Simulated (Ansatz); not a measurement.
# Effect of N vacancy, symmetric start on InN

Base system: a 16-atom supercell of InN in the wurtzite structure (space group P6_3mc, No. 186; a = 3.581 Å, c = 5.788 Å) at its relaxed geometry.

The change: one N atom is removed, atoms relaxed at fixed cell.

Calculations: DFT with PBE, PAW potentials and a 420 eV plane-wave cutoff in Ansatz (a first-principles code), no SOC. Settings: 6×6×6 k-points, 0.05 eV Fermi–Dirac smearing.

```csv
quantity,base,changed,shift
pressure,0.0 GPa,-0.6 GPa,-0.6 GPa
energy gained by relaxation,–,0.04 eV,–
largest displacement of a host atom from its site in the perfect cell,–,0.08 Å,–
```

Final structure:

```
CELL_PARAMETERS angstrom
      7.16106     0.00000     0.00000
     -3.58053     6.20166     0.00000
      3.58053     6.20166     5.78779
ATOMIC_POSITIONS crystal
  In 0.84429 0.67762 0.48905
  In 0.83131 0.16415 0.50302
  In 0.32982 0.66266 0.50302
  In 0.32982 0.16415 0.50302
  In 0.16474 0.32499 0.00513
  In 0.16474 0.83462 0.00513
  In 0.65512 0.32499 0.00513
  In 0.66488 0.83155 0.00179
  N  0.20934 0.54308 0.12318
  N  0.71055 0.04429 0.12318
  N  0.71055 0.54308 0.12318
  N  0.54475 0.70858 0.62333
  N  0.54475 0.21284 0.62333
  N  0.04049 0.70858 0.62333
  N  0.04313 0.20979 0.62354
```

Cost of the whole job for the changed cell (relaxation, final SCF and bands): very roughly 5 core-minutes.

In so small a cell the defect repeats every few ångströms: this is an ordered compound, not a dilute defect. A case with no gap was solved on a k-mesh chosen for an insulator, which is coarse for it. The defect started on the symmetric site and kept its symmetry, so it may sit on a saddle. All final runs are without spin polarisation. The defect cell is not spin-polarised.
